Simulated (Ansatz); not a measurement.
H interstitial in SiS₂

Method: Ansatz 0.2.0, DFT PBE, scalar-relativistic, plane waves, PAW. (420 eV cutoff, 2×2×2 k-mesh, Gaussian smearing of 0.01 eV, collinear spin)

Host crystal, relaxed:

```yaml
crystal:
  lattice:
    - [-3.18470, 5.54380, 2.79634]
    - [3.18470, -5.54380, 2.79634]
    - [3.18470, 5.54380, -2.79634]
  atoms:
    - { symbol: Si, position: [0.75000, 0.75000, 0.00000] }
    - { symbol: Si, position: [0.25000, 0.25000, 0.00000] }
    - { symbol: S, position: [0.89603, 0.81856, 0.71459] }
    - { symbol: S, position: [0.10397, 0.18144, 0.28541] }
    - { symbol: S, position: [0.60397, 0.31856, 0.92253] }
    - { symbol: S, position: [0.39603, 0.68144, 0.07747] }
```

Supercell of 48 atoms, rows in host cell vectors: 0 -2 -2; -1 -1 -2; 2 1 -1. Atoms relax at the host's cell, keeping the symmetry that the supercell leaves at the site. The cell is small, so energies carry finite-size errors of tenths of an eV. The host's Kohn–Sham gap is 3.09 eV. Atoms are taken from and returned to the elements' standard states.

Defect: H interstitial set at (0.107, 0.607, 0.786) of the host cell. Before relaxation its nearest neighbours are 1 S at 2.83 Å, 1 S at 2.86 Å, 1 S at 2.96 Å, 1 S at 2.98 Å, 1 Si at 3.02 Å, 1 Si at 3.20 Å, 1 S at 3.23 Å.

| charge | E_f at the valence band top (eV) | moment (μB) | largest move (Å) | atoms near the site |
| --- | --- | --- | --- | --- |
| 0 | 2.29 | 1.00 | 0.25 | 1 S at 2.90 Å, 1 S at 2.97 Å, 1 S at 2.98 Å, 2 Si at 3.05 Å, 1 S at 3.05 Å, 1 S at 3.21 Å, 1 S at 3.32 Å |